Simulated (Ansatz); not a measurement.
# Ge (Fd-3m) in Ansatz: a series of runs

The runs below take Ge through single point, equation of state, with revPBE+D4.

Everything below comes from runs of Ansatz 0.2.0. Logs are shortened: lines on timing, memory, paths and dates and some standing lists are left out, and cuts for length are marked.

**What was measured.**

“Sub-monolayer structures of Ag overlayers on Ge(111): experimental observations and first-principles study”, 2019, arxiv:1908.00180 quotes, for a bulk crystal of Ge: bulk modulus 75.8 GPa.

The results are compared with them further down.

## 1. Starting point

Symmetry: Fd-3m, No. 227, cubic system. Conventional cell: a = 5.658 Å, b = 5.658 Å, c = 5.658 Å, α = 90.00°, β = 90.00°, γ = 90.00°. Ge (site symmetry -43m) has 4 Ge at 2.45 Å as nearest neighbours.

## 2. Single point, revPBE+D4, 21.28 Å³/atom (volume scaled by 0.94)

input.yaml reads:

```yaml
crystal:
  lattice:
    - [0.0, 2.7711609388, 2.7711609388]
    - [2.7711609388, 0.0, 2.7711609388]
    - [2.7711609388, 2.7711609388, 0.0]
  atoms:
    - { symbol: Ge, position: [0.75, 0.75, 0.75] }
    - { symbol: Ge, position: [0.5, 0.5, 0.5] }
hamiltonian:
  xc: revpbe
  pseudopotentials: { kind: paw }
  dispersion: d4
kpoints:
  mp_grid: { grid: [8, 8, 8] }
scf:
  occupations: { method: fermi_dirac, width: 0.05 }
output:
  forces: true
  stress: true
  eigenvalues: true
```

Potentials or basis: Ansatz PAW.

The run is started by

```
$ ansatz run input.yaml --threads 2 --pin off --max-ram 5120MiB --backend cpu --events-out ev --progress --plain --runs-dir out
```

The program printed:

```text
Warning: RAYON_NUM_THREADS=2 ignored (pool sized by the plan → 2); use --threads N
Engine: ansatz 0.2.0, aarch64-unknown-linux-gnu
Pseudopotentials: kind: paw
Pseudopotential: Ge, paw, valence charge 14, recommended cutoff 420 eV (normal), Ge.paw.azcp
Functional definition: revPBE
  parameter kappa = 1.245
  parameter beta = 0.06672455060314922
  exchange = pbe_x(kappa = kappa, mu = beta*pi^2/3)
  correlation = pbe_c(beta = beta)
Crystal: 2 atoms, lattice volume = 42.561 Å³
Basis set: ecut = 420 eV, 869 PW (Γ), exchange–correlation on 54×54×54 points (8 copies of the dense FFT grid, shifted against one another)
Bands: 18, of which v1, the nominal top of the filled ones, is band 14 counted from 1 (13 counted from 0)
Symmetry: 48 space group operations
Space group: Fd-3m (ITA 227), of the structure as read, at distance tolerance 3.5e-5 Å
k-points: 29 of 512
Non-local potential: Ge, projectors of the file, l = 0: 2, l = 1: 2, l = 2: 3, l = 3: 1
PAW form: soft (Blöchl's): semilocal exchange-correlation on the pseudo side does not see the compensation charge
PAW frozen core: Ge, regenerated for the run's functional, and the local potential with it (the file was generated under x = pbe(κ = 0.804, μ = 0.2195149727645171), c = pbe(β = 0.06672455060314922))
PAW one-centre angular grid: Ge, 590 points (default); XC on 64 Gauss nodes
Initial density: superposition of atomic densities (neutral atoms: chi_scale 0, normalization atom), corrected by the library's trained network
Initial wavefunctions: pseudopotential atomic-orbital guess
Functional: x = revpbe(κ = 1.245, μ = 0.2195149727645171), c = pbe(β = 0.06672455060314922)
SCF iter   1: F=—  HF=-8599.100875 eV  |F-HF|=—  |Δ(HF+E_count)|=         —  Δρ=1.84e-3  dr2=4.23e-4  ethr=1.77e-3  ⟨swp⟩=6.0  Hψ=2470  notcnv=0
preconditioner: auto → none  [insulator: Δε(μ)=0.430 eV  Ē_g=23.773 eV  σ=0.050 eV  W_gap=0.97  n_scr=14 (ndim 8)  ℏωp=30.1 eV  f_vac=0.053  D(μ)=0.01/eV (n_scr^D=0)  ε∞_Penn≈2.6]
SCF iter   2: F=—  HF=-8599.100011 eV  |F-HF|=—  |Δ(HF+E_count)|=   8.64e-4  Δρ=6.76e-4  dr2=1.53e-4  ethr=1.51e-6  ⟨swp⟩=2.0  Hψ=1160  notcnv=0
SCF iter   3: F=—  HF=-8599.099923 eV  |F-HF|=—  |Δ(HF+E_count)|=   8.81e-5  Δρ=2.63e-4  dr2=1.89e-5  ethr=5.48e-7  ⟨swp⟩=2.0  Hψ=928  notcnv=0
SCF iter   4: F=—  HF=-8599.099949 eV  |F-HF|=—  |Δ(HF+E_count)|=   2.63e-5  Δρ=8.61e-5  dr2=1.36e-6  ethr=6.75e-8  ⟨swp⟩=2.0  Hψ=931  notcnv=0
iter 5 did not close the SCF: its close was put off for the readings that it lacked (scf_convergence_deferred on its scf_iter line)
SCF iter   5: F=-8599.099948 eV  HF=-8599.099948 eV  |F-HF|=6.01e-8  |Δ(HF+E_count)|=   1.27e-6  Δρ=1.60e-5  dr2=4.35e-8  ethr=4.84e-9  ⟨swp⟩=2.0  Hψ=929  notcnv=0
SCF iter   6: F=-8599.099948 eV  HF=-8599.099948 eV  |F-HF|=4.58e-10  |Δ(HF+E_count)|=   1.54e-8  Δρ=6.99e-7  dr2=6.85e-11  ethr=1.55e-10  ⟨swp⟩=2.0  Hψ=1941  notcnv=0
SCF 1 converged in 6 iterations: F = -8599.099948 eV  dr2 = 6.85e-11
SCF converged after 6 iterations
Free energy (F): -8599.099948 eV
Harris-Foulkes:  -8599.099948 eV  (|F-HF|=4.58e-10)
Internal energy: -8599.099831 eV  (E = F + TS)
E sigma→0 (E₀):  -8599.099890 eV
Entropy (-TS):   -0.000117 eV (-0.058 meV/atom)
Fermi energy:    9.709203 eV
--- Per-component energies (eV) ---
  E_band       = -275.275985
  E_kinetic    = 224.879490
  E_local      = -4850.704858  (includes V_loc(G=0)·N_el)
  E_nonlocal   = 837.509706
  E_hartree    = 2134.103589
  E_xc         = -152.229259
  E_vxc        = -130.366688  (∫ρ·V_xc dr)
  E_paw        = -4048.111880  (= ΣΔE_a)
  E_vpaw       = -624.801397  (= ΣTr[D̂ρ^β])
  E_aug_tail   = 0.000855  (compensation charges beyond the density's cutoff)
  E_ewald      = -2743.132721
  E_disp       = -1.153658  (pairwise vdW)
  E_core_change = -0.261096  (= ΣΔE_core)
  E_smearing   = -0.000117  (= −TS)
  E_closure    = -0.000000  (closes the sum)
  Σ components = -8599.099948   (vs F -8599.099948, Δ=0.00e0)
--- Forces (eV/Å), atoms counted from 1 ---
  atom   1  Ge    -0.00000000    -0.00000000     0.00000000
  atom   2  Ge     0.00000000     0.00000000     0.00000000
  max |Σ_I F_I| component: 2.78e-17 eV/Å
--- Stress (GPa, compression-positive) ---
        5.938505      -0.000000       0.000000
       -0.000000       5.938505       0.000000
        0.000000       0.000000       5.938505
  P = ⅓ Tr σ = 5.9385 GPa (59.385 kbar)
--- Band table (eV; the first three rows and the last of 29) ---
  k-point 0: bands = ["-15.3846", "-15.3846", "-15.3846", "-15.3441", "-15.3441", "-15.0970", "-15.0970", "-15.0970", "-15.0774", "-15.0774", "-3.7355", "9.5080", "9.5080", "9.5080", "10.1931", "12.0818", "12.0818", "12.0818"]
  k-point 1: bands = ["-15.3944", "-15.3944", "-15.3818", "-15.3304", "-15.3304", "-15.1097", "-15.1097", "-15.1004", "-15.0667", "-15.0667", "-3.5337", "7.2379", "9.1429", "9.1429", "10.8829", "12.5650", "12.5650", "13.2426"]
  k-point 2: bands = ["-15.4061", "-15.4061", "-15.3748", "-15.3101", "-15.3101", "-15.1251", "-15.1251", "-15.1089", "-15.0553", "-15.0553", "-2.9462", "4.7159", "8.5563", "8.5563", "10.4440", "13.2187", "13.2187", "15.5680"]
  k-point 28: bands = ["-15.4404", "-15.4404", "-15.2758", "-15.2758", "-15.2173", "-15.2173", "-15.1789", "-15.1789", "-15.0167", "-15.0167", "0.5133", "0.5133", "5.3099", "5.3099", "14.1039", "14.1039", "14.2979", "14.2979"]
```

Run time: 0.67 s. Hardware: 2 threads of Arm Neoverse V2, shared host; peak memory 0.29 GiB.

Results:

```yaml
Free_energy: -8599.0999 eV
Pressure: 5.9 GPa
Band_gap_on_the_k_mesh: 0.43 eV, indirect (least direct gap 0.69 eV)
```

Caveat: the PAW data sets come from PBE, with cores solved anew for the run's functional, which leaves a small shift of forces and pressure.

## 3. Single point, revPBE+D4, 21.73 Å³/atom (volume scaled by 0.96)

input.yaml, as its differences from that of step 2:

```diff
@@ -2,5 +2,5 @@
   lattice:
-    - [0.0, 2.7711609388, 2.7711609388]
-    - [2.7711609388, 0.0, 2.7711609388]
-    - [2.7711609388, 2.7711609388, 0.0]
+    - [0.0, 2.7906767997, 2.7906767997]
+    - [2.7906767997, 0.0, 2.7906767997]
+    - [2.7906767997, 2.7906767997, 0.0]
   atoms:
```

Potentials or basis: Ansatz PAW.

The run is started by

```
$ ansatz run input.yaml --threads 2 --pin off --max-ram 5120MiB --backend cpu --events-out ev --progress --plain --runs-dir out
```

Run time: 0.67 s. Hardware: 2 threads of Arm Neoverse V2, shared host; peak memory 0.29 GiB.

Results (log left out):

| Property | Result |
| --- | --- |
| Free energy | -8599.1280 eV |
| Pressure | 4.0 GPa |
| Band gap on the k mesh | 0.36 eV, indirect (least direct gap 0.49 eV) |

Caveat: the PAW data sets come from PBE, with cores solved anew for the run's functional, which leaves a small shift of forces and pressure.

## 4. Single point, revPBE+D4, 22.19 Å³/atom (volume scaled by 0.98)

input.yaml, as its differences from that of step 3:

```diff
@@ -2,5 +2,5 @@
   lattice:
-    - [0.0, 2.7906767997, 2.7906767997]
-    - [2.7906767997, 0.0, 2.7906767997]
-    - [2.7906767997, 2.7906767997, 0.0]
+    - [0.0, 2.8099234548, 2.8099234548]
+    - [2.8099234548, 0.0, 2.8099234548]
+    - [2.8099234548, 2.8099234548, 0.0]
   atoms:
```

The run is started by

```
$ ansatz run input.yaml --threads 2 --pin off --max-ram 5120MiB --backend cpu --events-out ev --progress --plain --runs-dir out
```

Run time: 0.67 s. Hardware: 2 threads of Arm Neoverse V2, shared host; peak memory 0.29 GiB.

Results (log left out):

```yaml
Free_energy: -8599.1459 eV
Pressure: 2.3 GPa
Band_gap_on_the_k_mesh: 0.29 eV, direct
```

Caveat: the PAW data sets come from PBE, with cores solved anew for the run's functional, which leaves a small shift of forces and pressure.

## 5. Single point, revPBE+D4, 22.64 Å³/atom

input.yaml, as its differences from that of step 4:

```diff
@@ -2,5 +2,5 @@
   lattice:
-    - [0.0, 2.8099234548, 2.8099234548]
-    - [2.8099234548, 0.0, 2.8099234548]
-    - [2.8099234548, 2.8099234548, 0.0]
+    - [0.0, 2.82891, 2.82891]
+    - [2.82891, 0.0, 2.82891]
+    - [2.82891, 2.82891, 0.0]
   atoms:
```

The run is started by

```
$ ansatz run input.yaml --threads 2 --pin off --max-ram 5120MiB --backend cpu --events-out ev --progress --plain --runs-dir out
```

Run time: 0.69 s. Hardware: 2 threads of Arm Neoverse V2, shared host; peak memory 0.3 GiB.

It converged, with:

```
Free energy            : -8599.1548 eV
Pressure               : 0.9 GPa
Band gap on the k mesh : 0.11 eV, direct
```

Caveat: the PAW data sets come from PBE, with cores solved anew for the run's functional, which leaves a small shift of forces and pressure.

## 6. Single point, revPBE+D4, 23.09 Å³/atom (volume scaled by 1.02)

input.yaml, as its differences from that of step 5:

```diff
@@ -2,5 +2,5 @@
   lattice:
-    - [0.0, 2.82891, 2.82891]
-    - [2.82891, 0.0, 2.82891]
-    - [2.82891, 2.82891, 0.0]
+    - [0.0, 2.8476450493, 2.8476450493]
+    - [2.8476450493, 0.0, 2.8476450493]
+    - [2.8476450493, 2.8476450493, 0.0]
   atoms:
```

Potentials or basis: Ansatz PAW.

The run is started by

```
$ ansatz run input.yaml --threads 2 --pin off --max-ram 5120MiB --backend cpu --events-out ev --progress --plain --runs-dir out
```

It took 0.69 s on 2 threads of Arm Neoverse V2, shared host; peak memory 0.3 GiB.

It converged, with:

| Property | Result |
| --- | --- |
| Free energy | -8599.1560 eV |
| Pressure | -0.4 GPa |
| Band gap on the k mesh | none (metal or under the smearing width) |

Caveat: pairwise dispersion overbinds metals, which lowers pressure and volume; the PAW data sets come from PBE, with cores solved anew for the run's functional, which leaves a small shift of forces and pressure.

## 7. Single point, revPBE+D4, 23.54 Å³/atom (volume scaled by 1.04)

input.yaml, as its differences from that of step 6:

```diff
@@ -2,5 +2,5 @@
   lattice:
-    - [0.0, 2.8476450493, 2.8476450493]
-    - [2.8476450493, 0.0, 2.8476450493]
-    - [2.8476450493, 2.8476450493, 0.0]
+    - [0.0, 2.8661367691, 2.8661367691]
+    - [2.8661367691, 0.0, 2.8661367691]
+    - [2.8661367691, 2.8661367691, 0.0]
   atoms:
```

The run is started by

```
$ ansatz run input.yaml --threads 2 --pin off --max-ram 5120MiB --backend cpu --events-out ev --progress --plain --runs-dir out
```

It took 0.73 s on 2 threads of Arm Neoverse V2, shared host; peak memory 0.3 GiB.

Results (log left out):

- Free energy: -8599.1503 eV
- Pressure: -1.6 GPa
- Band gap on the k mesh: none (metal or under the smearing width)

Caveat: pairwise dispersion overbinds metals, which lowers pressure and volume; the PAW data sets come from PBE, with cores solved anew for the run's functional, which leaves a small shift of forces and pressure.

## 8. Single point, revPBE+D4, 24.00 Å³/atom (volume scaled by 1.06)

input.yaml, as its differences from that of step 7:

```diff
@@ -2,5 +2,5 @@
   lattice:
-    - [0.0, 2.8661367691, 2.8661367691]
-    - [2.8661367691, 0.0, 2.8661367691]
-    - [2.8661367691, 2.8661367691, 0.0]
+    - [0.0, 2.8843929095, 2.8843929095]
+    - [2.8843929095, 0.0, 2.8843929095]
+    - [2.8843929095, 2.8843929095, 0.0]
   atoms:
@@ -20 +20,5 @@
   eigenvalues: true
+  write_density: true
+  write_potential: true
+  elf: true
+  volumetric_format: npy
```

The run is started by

```
$ ansatz run input.yaml --threads 2 --pin off --max-ram 5120MiB --backend cpu --events-out ev --progress --plain --runs-dir out
```

Run time: 0.84 s. Hardware: 2 threads of Arm Neoverse V2, shared host; peak memory 0.31 GiB.

It converged, with:

| Item | Value |
| --- | --- |
| Free energy | -8599.1384 eV |
| Pressure | -2.6 GPa |
| Band gap on the k mesh | none (metal or under the smearing width) |

Caveat: pairwise dispersion overbinds metals, which lowers pressure and volume; the PAW data sets come from PBE, with cores solved anew for the run's functional, which leaves a small shift of forces and pressure.

## 9. Equation of state, revPBE+D4

Potentials or basis: Ansatz PAW.

This step only gathers the single runs of the series.

What came out:

| Quantity | Value |
| --- | --- |
| Equilibrium volume | 22.93 Å³/atom |
| Bulk modulus | 65 GPa |
| Pressure derivative of the bulk modulus | 5.4 (rough: it moves with the points fitted) |

Energy against volume, from the lowest point:
| volume (Å³/atom) | energy (meV/atom) |
| --- | --- |
| 21.281 | 28.04 |
| 21.733 | 14.01 |
| 22.186 | 5.06 |
| 22.639 | 0.60 |
| 23.092 | 0.00 |
| 23.545 | 2.87 |
| 23.997 | 8.83 |

Caveat: the potentials were made for another functional, which shifts forces and pressure.

## 10. Comparison with measurements

Step 9. A measured bulk modulus of Ge is 75.8 GPa (quoted in “Sub-monolayer structures of Ag overlayers on Ge(111): experimental observations and first-principles study”, 2019, arxiv:1908.00180); the calculated 65 GPa misses it by -14.6 %. The fit is for a static lattice scaled at fixed shape and fixed fractional positions. The cell as given is a measured one (22.64 Å³/atom); revPBE+D4 puts the equilibrium volume +1.3 % from it, thermal expansion not counted.
